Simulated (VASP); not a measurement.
# Te2Mo (P-3m1) in VASP: a series of runs

Runs on Te2Mo. Level: PBE. Tasks: single point.

Program: VASP 6.6.1. These are calculated values, not measurements. Logs are shortened: lines on timing, memory, paths and dates and some standing lists are left out, and cuts for length are marked.

### Step 1. Starting point

It takes space group P-3m1 (No. 164, trigonal). The conventional cell has a = 3.519 Å, b = 3.519 Å, c = 7.214 Å, α = 90.00°, β = 90.00°, γ = 120.00°. Mo (site symmetry -3m) has 6 Te at 2.73 Å as nearest neighbours. Te (site symmetry 3m) is surrounded by 3 Mo at 2.73 Å.

The cell was built by a generator and needn't be a form met in nature.

### Step 2. Single point, PBE

INCAR reads:

```
SYSTEM = Te2Mo
ALGO = Fast
EDIFF = 1E-6
ENCUT = 520
GGA = PE
ISIF = 2
ISMEAR = -1
LASPH = .TRUE.
LCHARG = .FALSE.
LREAL = .FALSE.
LWAVE = .FALSE.
NBANDS = 20
NELM = 100
PREC = Accurate
SIGMA = 0.02
```

KPOINTS reads:

```
k-points
0
G
  6 6 4
  0 0 0
```

POSCAR reads:

```
Te2Mo
1.0
    3.5194545122      0.0000000000      0.0000000000
   -1.7597272561      3.0479370150      0.0000000000
    0.0000000000      0.0000000000      7.2144528865
Mo Te
1 2
Direct
    0.0000000000      0.0000000000      0.0000000000
    0.3333333333      0.6666666667      0.2534156080
    0.6666666667      0.3333333333      0.7465843920
```

Potentials or basis: VASP PAW PBE potentials, release 64 (Mo_sv, Te).

Command:

```sh
cat potpaw_PBE.64/Mo_sv/POTCAR potpaw_PBE.64/Te/POTCAR > POTCAR
mpirun -np 1 vasp_std > vasp.out
```

OUTCAR:

```text
SYSTEM = Te2Mo
   EDIFF = 1E-6
   ENCUT = 520
   GGA = PE
   ISIF = 2
   ISMEAR = -1
   LASPH = .TRUE.
   LREAL = .FALSE.
   NELM = 100
   PREC = Accurate

 ion  position               nearest neighbor table
   1  0.000  0.000  0.000-   2 2.73   3 2.73   2 2.73   3 2.73   3 2.73   2 2.73
   2  0.333  0.667  0.253-   1 2.73   1 2.73   1 2.73
   3  0.667  0.333  0.747-   1 2.73   1 2.73   1 2.73

  LATTYP: Found a hexagonal cell.
 ALAT       =     3.5194545122
 C/A-ratio  =     2.0498781449

  Lattice vectors:

 A1 = (   3.5194545122,   0.0000000000,   0.0000000000)
 A2 = (  -1.7597272561,   3.0479370150,   0.0000000000)
 A3 = (   0.0000000000,   0.0000000000,   7.2144528865)

Analysis of symmetry for initial positions (statically):
=====================================================================
 Subroutine PRICEL returns:
 Original cell was already a primitive cell.

 Routine SETGRP: Setting up the symmetry group for a
 hexagonal supercell.

 Subroutine GETGRP returns: Found 12 space group operations
 (whereof 12 operations were pure point group operations)
 out of a pool of 24 trial point group operations.

The static configuration has the point symmetry D_3d.

Analysis of symmetry for dynamics (positions and initial velocities):
=====================================================================
 Subroutine PRICEL returns:
 Original cell was already a primitive cell.

 Routine SETGRP: Setting up the symmetry group for a
 hexagonal supercell.

 Subroutine GETGRP returns: Found 12 space group operations
 (whereof 12 operations were pure point group operations)
 out of a pool of 24 trial point group operations.

The dynamic configuration has the point symmetry D_3d.

 Subroutine INISYM returns: Found 12 space group operations
 (whereof 12 operations are pure point group operations),
 and found     1 'primitive' translations

----------------------------------------------------------------------------------------

                                     Primitive cell

  volume of cell :      77.3900

  direct lattice vectors                    reciprocal lattice vectors
     3.519454512  0.000000000  0.000000000     0.284134941  0.164045385  0.000000000
    -1.759727256  3.047937015  0.000000000     0.000000000  0.328090769  0.000000000
     0.000000000  0.000000000  7.214452887     0.000000000  0.000000000  0.138610649

[... 82 lines left out ...]
   ENCUT  =  520.0 eV  38.22 Ry    6.18 a.u.   6.54  6.54 13.41*2*pi/ulx,y,z
   NELM   =    100;   NELMIN=  2; NELMDL= -5     # of ELM steps
   EDIFF  = 0.1E-05   stopping-criterion for ELM
   LREAL  =      F    real-space projection
   EDIFFG = 0.1E-04   stopping-criterion for IOM
   NSW    =      0    number of steps for IOM
   IBRION =     -1    ionic relax: 0-MD 1-quasi-New 2-CG
   NFREE  =      0    steps in history (QN), initial steepest desc. (CG)
   ISIF   =      2    stress and relaxation
   ISYM   =      2    0-nonsym 1-usesym 2-fastsym
   POTIM  = 0.5000    time-step for ionic-motion
   TEBEG  =    0.0;   TEEND  =   0.0 temperature during run
   PSTRESS=    0.0 pullay stress
   NELECT =      26.0000    total number of electrons
   NUPDOWN=      -1.0000    fix difference up-down
   EMIN   =  10.00;   EMAX   =-10.00  energy-range for DOS
   EFERMI =   0.00;   METHOD = LEGACY
   ISMEAR =    -1;   SIGMA  =   0.02  broadening in eV -4-tet -1-fermi 0-gaus
   EFERMI_NEDOS =   21; number of points for ismear=-14 and -15
   IALGO  =     68    algorithm
   IMIX   =      4    mixing-type and parameters
     AMIX     =   0.40;   BMIX     =  1.00
     AMIX_MAG =   1.60;   BMIX_MAG =  1.00
  volume/ion in A,a.u.               =      25.80       174.08
  Fermi-wavevector in a.u.,A,eV,Ry     =   1.138075  2.150651 17.622478  1.295216
  Thomas-Fermi vector in A             =   2.274780
   LORBIT       =      0    0 simple, 1 ext, 2 COOP (PROOUT), +10 PAW based schemes
   GGA     = PE    functional components
   LHFCALC =     F    Hartree Fock is set to
   AEXX    =    0.0000 exact exchange contribution
   IVDW    =     0    specifies the selected vdW correction
   LEPSILON=     F    determine dielectric tensor
   LRPA    =     F    only Hartree local field effects (RPA)
 non-spin polarized calculation
 RMM-DIIS sequential band-by-band and
  energy-cutoff  :      520.00
  volume of cell :       77.39
 maximum number of plane-waves:      2138
 NGX is ok and might be reduce to    28
   NGX = 13   NGY = 13   NGZ = 27

 number of electron      25.9999998 magnetization

 Free energy of the ion-electron system (eV)
  ---------------------------------------------------
  ext. energy  EPLUGINS =         0.00000000
  ---------------------------------------------------
  free energy    TOTEN  =       -17.49654582 eV

  energy without entropy =      -17.49365888  energy(sigma->0) =      -17.49510235

 E-fermi :   8.3924     XC(G=0): -10.2558

 val. band max:        8.2030950393   @ k =   0.3333   0.3333   0.5000
 cond. band min:       8.4100729490   @ k =   0.1667   0.1667   0.5000
 fundamental gap:      0.2069779097
 Fermi energy:         8.3923697093

 k-point     1 :       0.0000    0.0000    0.0000
  band No.  band energies     occupation
      1     -53.0986      2.00000
      2     -27.2087      2.00000
      3     -27.1628      2.00000
      4     -27.1628      2.00000
      5      -5.1512      2.00000
      6      -4.0232      2.00000
[... 541 lines left out ...]
     19      13.8531      0.00000
     20      13.9597      0.00000

------------------------ aborting loop because EDIFF is reached ----------------------------------------

  FORCE on cell =-STRESS in cart. coord.  units (eV):
  Direction    XX          YY          ZZ          XY          YZ          ZX
  --------------------------------------------------------------------------------------
  -------------------------------------------------------------------------------------
  Total        0.5681564      0.5681564      1.6082728      0.0000000      0.0000000     -0.0000000
  in kB       11.7623402     11.7623402     33.2955003      0.0000000      0.0000000     -0.0000000
  external PRESSURE =      18.9400603 kB  Pullay stress =       0.0000000 kB

 VOLUME and BASIS-vectors are now :
 -----------------------------------------------------------------------------
  energy-cutoff  :      520.00
  volume of cell :       77.39
      direct lattice vectors                 reciprocal lattice vectors
     3.519454512  0.000000000  0.000000000     0.284134941  0.164045385  0.000000000
    -1.759727256  3.047937015  0.000000000     0.000000000  0.328090769  0.000000000
     0.000000000  0.000000000  7.214452887     0.000000000  0.000000000  0.138610649

 POSITION                                       TOTAL-FORCE (eV/Angst)
 -----------------------------------------------------------------------------------
      0.00000      0.00000      0.00000        -0.000000      0.000000      0.000000
     -0.00000      2.03196      1.82825         0.000000     -0.000000      0.254818
      1.75973      1.01598      5.38620        -0.000000      0.000000     -0.254818
 -----------------------------------------------------------------------------------
    total drift:                               -0.000000     -0.000000     -0.000000

  FREE ENERGIE OF THE ION-ELECTRON SYSTEM (eV)
  ---------------------------------------------------
  free  energy   TOTEN  =       -17.4965458185 eV

  energy  without entropy=      -17.4936588755  energy(sigma->0) =      -17.49510235
```

OSZICAR:

```text
N       E                     dE             d eps       ncg     rms          rms(c)
DAV:   1     0.162021464289E+03    0.16202E+03   -0.12150E+04  1024   0.116E+03
DAV:   2    -0.115867402008E+02   -0.17361E+03   -0.16935E+03  1212   0.283E+02
DAV:   3    -0.180295520892E+02   -0.64428E+01   -0.63847E+01  1176   0.484E+01
DAV:   4    -0.181252237275E+02   -0.95672E-01   -0.95628E-01  1256   0.610E+00
DAV:   5    -0.181263414576E+02   -0.11177E-02   -0.11177E-02  1108   0.596E-01    0.149E+01
RMM:   6    -0.177540956642E+02    0.37225E+00   -0.20943E+00   974   0.856E+00    0.655E+00
RMM:   7    -0.175993277150E+02    0.15477E+00   -0.47816E-01  1025   0.357E+00    0.436E+00
RMM:   8    -0.174955850017E+02    0.10374E+00   -0.25551E-01  1038   0.319E+00    0.635E-01
RMM:   9    -0.174962803889E+02   -0.69539E-03   -0.18840E-02  1134   0.875E-01    0.253E-01
RMM:  10    -0.174964565560E+02   -0.17617E-03   -0.29927E-03  1133   0.388E-01    0.687E-02
RMM:  11    -0.174965361442E+02   -0.79588E-04   -0.65633E-04  1163   0.171E-01    0.340E-02
RMM:  12    -0.174965467683E+02   -0.10624E-04   -0.11273E-04  1158   0.810E-02    0.220E-02
RMM:  13    -0.174965457736E+02    0.99472E-06   -0.30200E-05  1169   0.376E-02    0.441E-03
RMM:  14    -0.174965458185E+02   -0.44949E-07   -0.46444E-06   996   0.180E-02
   1 F= -.17496546E+02 E0= -.17495102E+02  d E =-.288694E-02
```

stdout:

```text
POSCAR found type information on POSCAR MoTe
 POSCAR found :  2 types and       3 ions
 scaLAPACK will be used
 LDA part: xc-table for (Slater+PW92), standard interpolation
 POSCAR, INCAR and KPOINTS ok, starting setup
 FFT: planning ... GRIDC
 FFT: planning ... GRID_SOFT
 FFT: planning ... GRID
 WAVECAR not read
 entering main loop
```

It took 63 s on 1 thread of Intel Xeon Platinum 8375C at 2.90GHz (Ice Lake), shared host; peak memory 0.21 GiB.

Results:

```
Free energy            : -17.4965 eV
Pressure               : 1.9 GPa
Largest force          : 0.255 eV/Å
Band gap on the k mesh : none (metal or under the smearing width)
```

Forces on the atoms (eV/Å):
```
Mo   0.000  0.000  0.000
Te   0.000  0.000  0.255
Te   0.000  0.000 -0.255
```

Stress tensor (GPa, compression positive):
```
1.18 0.00 0.00
0.00 1.18 0.00
0.00 0.00 3.33
```

Levels at points of the mesh, in eV from the Fermi level:
| k point | band 11 | band 12 | band 13 | band 14 | band 15 | band 16 |
| --- | --- | --- | --- | --- | --- | --- |
| (0.00, 0.00, 0.00) | -1.51 | -0.96 | -0.96 | 1.22 | 1.22 | 3.31 |
| (0.50, 0.00, 0.00) | -3.05 | -1.81 | -1.01 | 0.47 | 0.77 | 2.21 |
| (0.00, 0.00, 0.50) | -0.96 | -0.96 | -0.77 | 1.09 | 1.09 | 3.53 |
| (0.50, 0.00, 0.50) | -2.21 | -2.05 | -0.76 | 0.47 | 0.96 | 2.59 |

Caveat: this functional lacks dispersion, which binds the layers, so the pressure and a relaxed spacing across them are unreliable. Spin-orbit coupling is left out, which matters for the levels of Te.

### Step 3. Single point, PBE

INCAR reads:

```
ALGO = Fast
EDIFF = 1E-7
ENCUT = 520
GGA = PE
ISIF = 2
ISMEAR = -1
LASPH = T
LCHARG = F
LREAL = F
LWAVE = F
NBANDS = 20
NELM = 100
PREC = Accurate
SIGMA = 0.02
```

KPOINTS reads:

```
k-points
0
Gamma
  6 6 4
```

POSCAR is that of step 2.

Potentials or basis: VASP PAW PBE potentials, release 64 (Mo_sv, Te).

Command:

```sh
cat potpaw_PBE.64/Mo_sv/POTCAR potpaw_PBE.64/Te/POTCAR > POTCAR
mpirun -np 1 vasp_std > vasp.out
```

OUTCAR:

```text
EDIFF = 1E-7
   ENCUT = 520
   GGA = PE
   ISIF = 2
   ISMEAR = -1
   LASPH = T
   LREAL = F
   NELM = 100
   PREC = Accurate

 ion  position               nearest neighbor table
   1  0.000  0.000  0.000-   2 2.73   3 2.73   2 2.73   3 2.73   3 2.73   2 2.73
   2  0.333  0.667  0.253-   1 2.73   1 2.73   1 2.73
   3  0.667  0.333  0.747-   1 2.73   1 2.73   1 2.73

  LATTYP: Found a hexagonal cell.
 ALAT       =     3.5194545122
 C/A-ratio  =     2.0498781449

  Lattice vectors:

 A1 = (   3.5194545122,   0.0000000000,   0.0000000000)
 A2 = (  -1.7597272561,   3.0479370150,   0.0000000000)
 A3 = (   0.0000000000,   0.0000000000,   7.2144528865)

Analysis of symmetry for initial positions (statically):
=====================================================================
 Subroutine PRICEL returns:
 Original cell was already a primitive cell.

 Routine SETGRP: Setting up the symmetry group for a
 hexagonal supercell.

 Subroutine GETGRP returns: Found 12 space group operations
 (whereof 12 operations were pure point group operations)
 out of a pool of 24 trial point group operations.

The static configuration has the point symmetry D_3d.

Analysis of symmetry for dynamics (positions and initial velocities):
=====================================================================
 Subroutine PRICEL returns:
 Original cell was already a primitive cell.

 Routine SETGRP: Setting up the symmetry group for a
 hexagonal supercell.

 Subroutine GETGRP returns: Found 12 space group operations
 (whereof 12 operations were pure point group operations)
 out of a pool of 24 trial point group operations.

The dynamic configuration has the point symmetry D_3d.

 Subroutine INISYM returns: Found 12 space group operations
[... 112 lines left out ...]
   EFERMI =   0.00;   METHOD = LEGACY
   ISMEAR =    -1;   SIGMA  =   0.02  broadening in eV -4-tet -1-fermi 0-gaus
   EFERMI_NEDOS =   21; number of points for ismear=-14 and -15
   IALGO  =     68    algorithm
   IMIX   =      4    mixing-type and parameters
     AMIX     =   0.40;   BMIX     =  1.00
     AMIX_MAG =   1.60;   BMIX_MAG =  1.00
  volume/ion in A,a.u.               =      25.80       174.08
  Fermi-wavevector in a.u.,A,eV,Ry     =   1.138075  2.150651 17.622478  1.295216
  Thomas-Fermi vector in A             =   2.274780
   LORBIT       =      0    0 simple, 1 ext, 2 COOP (PROOUT), +10 PAW based schemes
   GGA     = PE    functional components
   LHFCALC =     F    Hartree Fock is set to
   AEXX    =    0.0000 exact exchange contribution
   IVDW    =     0    specifies the selected vdW correction
   LEPSILON=     F    determine dielectric tensor
   LRPA    =     F    only Hartree local field effects (RPA)
 non-spin polarized calculation
 RMM-DIIS sequential band-by-band and
  energy-cutoff  :      520.00
  volume of cell :       77.39
 maximum number of plane-waves:      2138
 NGX is ok and might be reduce to    28
   NGX = 13   NGY = 13   NGZ = 27

 number of electron      25.9999998 magnetization

 Free energy of the ion-electron system (eV)
  ---------------------------------------------------
  ext. energy  EPLUGINS =         0.00000000
  ---------------------------------------------------
  free energy    TOTEN  =       -17.49654578 eV

  energy without entropy =      -17.49365790  energy(sigma->0) =      -17.49510184

 E-fermi :   8.3923     XC(G=0): -10.2558

 val. band max:        8.2029682233   @ k =   0.3333   0.3333   0.5000
 cond. band min:       8.4099991817   @ k =   0.1667   0.1667   0.5000
 fundamental gap:      0.2070309583
 Fermi energy:         8.3922545605

 k-point     1 :       0.0000    0.0000    0.0000
  band No.  band energies     occupation
      1     -53.0989      2.00000
      2     -27.2090      2.00000
      3     -27.1631      2.00000
      4     -27.1631      2.00000
      5      -5.1512      2.00000
      6      -4.0232      2.00000
[... 541 lines left out ...]
     19      13.8531      0.00000
     20      13.9596      0.00000

------------------------ aborting loop because EDIFF is reached ----------------------------------------

  FORCE on cell =-STRESS in cart. coord.  units (eV):
  Direction    XX          YY          ZZ          XY          YZ          ZX
  --------------------------------------------------------------------------------------
  -------------------------------------------------------------------------------------
  Total        0.5724440      0.5724440      1.6157640      0.0000000      0.0000000      0.0000000
  in kB       11.8511048     11.8511048     33.4505882      0.0000000      0.0000000      0.0000000
  external PRESSURE =      19.0509326 kB  Pullay stress =       0.0000000 kB

 VOLUME and BASIS-vectors are now :
 -----------------------------------------------------------------------------
  energy-cutoff  :      520.00
  volume of cell :       77.39
      direct lattice vectors                 reciprocal lattice vectors
     3.519454512  0.000000000  0.000000000     0.284134941  0.164045385  0.000000000
    -1.759727256  3.047937015  0.000000000     0.000000000  0.328090769  0.000000000
     0.000000000  0.000000000  7.214452887     0.000000000  0.000000000  0.138610649

 POSITION                                       TOTAL-FORCE (eV/Angst)
 -----------------------------------------------------------------------------------
      0.00000      0.00000      0.00000        -0.000000      0.000000      0.000000
     -0.00000      2.03196      1.82825         0.000000     -0.000000      0.254758
      1.75973      1.01598      5.38620         0.000000      0.000000     -0.254758
 -----------------------------------------------------------------------------------
    total drift:                               -0.000000     -0.000000      0.000000

  FREE ENERGIE OF THE ION-ELECTRON SYSTEM (eV)
  ---------------------------------------------------
  free  energy   TOTEN  =       -17.4965457787 eV

  energy  without entropy=      -17.4936578976  energy(sigma->0) =      -17.49510184
```

Wall time 78 s (1 thread of Intel Xeon Platinum 8375C at 2.90GHz (Ice Lake), shared host); peak memory 0.21 GiB.

What came out:

```
Free energy            : -17.4965 eV
Pressure               : 1.9 GPa
Largest force          : 0.255 eV/Å
Band gap on the k mesh : none (metal or under the smearing width)
```

Forces on the atoms (eV/Å):
```
Mo   0.000  0.000  0.000
Te   0.000  0.000  0.255
Te   0.000  0.000 -0.255
```

Levels at points of the mesh, in eV from the Fermi level:
```csv
k point,band 11,band 12,band 13,band 14,band 15,band 16
"(0.00, 0.00, 0.00)",-1.51,-0.96,-0.96,1.22,1.22,3.31
"(0.50, 0.00, 0.00)",-3.05,-1.81,-1.01,0.47,0.77,2.21
"(0.00, 0.00, 0.50)",-0.96,-0.96,-0.77,1.09,1.09,3.53
"(0.50, 0.00, 0.50)",-2.21,-2.05,-0.76,0.47,0.96,2.59
```

Caveat: this functional lacks dispersion, which binds the layers, so the pressure and a relaxed spacing across them are unreliable. Spin-orbit coupling is left out, which matters for the levels of Te.

### Step 4. Single point, PBE

INCAR reads:

```
SYSTEM = Te2Mo
PREC = Accurate
ENCUT = 520
EDIFF = 1E-7
ISMEAR = 0
SIGMA = 0.05
LREAL = .False.
LASPH = .True.
NELM = 80
ALGO = Fast
ISIF = 2
LWAVE = .False.
LCHARG = .False.
GGA = PE
NBANDS = 20
```

KPOINTS reads:

```
Automatic mesh
0
Gamma
  6 6 4
  0 0 0
```

POSCAR is that of step 3.

Command:

```sh
cat potpaw_PBE.64/Mo_sv/POTCAR potpaw_PBE.64/Te/POTCAR > POTCAR
mpirun -np 1 vasp_std > vasp.out
```

Run time: 85 s. Hardware: 1 thread of Intel Xeon Platinum 8375C at 2.90GHz (Ice Lake), shared host; peak memory 0.21 GiB.

Results (log left out):

```yaml
Free_energy: -17.4965 eV
Pressure: 1.9 GPa
Largest_force: 0.255 eV/Å
Band_gap_on_the_k_mesh: none (metal or under the smearing width)
```

Forces on the atoms (eV/Å):
```
Mo   0.000  0.000  0.000
Te   0.000  0.000  0.255
Te   0.000  0.000 -0.255
```

Stress tensor (GPa, compression positive):
```
1.18 0.00 0.00
0.00 1.18 0.00
0.00 0.00 3.35
```

Levels at points of the mesh, in eV from the Fermi level:
| k point | band 10 | band 11 | band 12 | band 13 | band 14 | band 15 | band 16 | band 17 |
| --- | --- | --- | --- | --- | --- | --- | --- | --- |
| (0.00, 0.00, 0.00) | -1.73 | -1.51 | -0.96 | -0.96 | 1.22 | 1.22 | 3.31 | 3.31 |
| (0.50, 0.00, 0.00) | -3.07 | -3.05 | -1.81 | -1.01 | 0.47 | 0.77 | 2.21 | 3.07 |
| (0.00, 0.00, 0.50) | -2.72 | -0.96 | -0.96 | -0.77 | 1.09 | 1.09 | 3.53 | 3.53 |
| (0.50, 0.00, 0.50) | -3.14 | -2.21 | -2.05 | -0.76 | 0.47 | 0.96 | 2.60 | 3.14 |

Caveat: this functional lacks dispersion, which binds the layers, so the pressure and a relaxed spacing across them are unreliable. Spin-orbit coupling is left out, which matters for the levels of Te.

### Step 5. Overview

```tsv
smearing	further INCAR settings	gap on the mesh (eV)	pressure (GPa)	largest force (eV/Å)
fermi-dirac 0.02 eV	ALGO = Fast; EDIFF = 1e-06; NBANDS = 20	none	1.9	0.25
fermi-dirac 0.02 eV	ALGO = Fast; EDIFF = 1e-07; NBANDS = 20	none	1.9	0.25
gaussian 0.05 eV	ALGO = Fast; EDIFF = 1e-07; NBANDS = 20	none	1.9	0.26
```

Alike in all rows: task single point; level PBE; potentials or basis VASP PAW PBE potentials, release 64 (Mo_sv, Te); no spin polarisation; cell as given; k mesh 6 × 6 × 4; cutoff (eV) 520.

Every run on the cell as given and a fine mesh finds a metal.

Caveats: this functional lacks dispersion, which binds the layers, so the pressure and a relaxed spacing across them are unreliable.

Absolute energies hang on the potentials; compare differences alone.
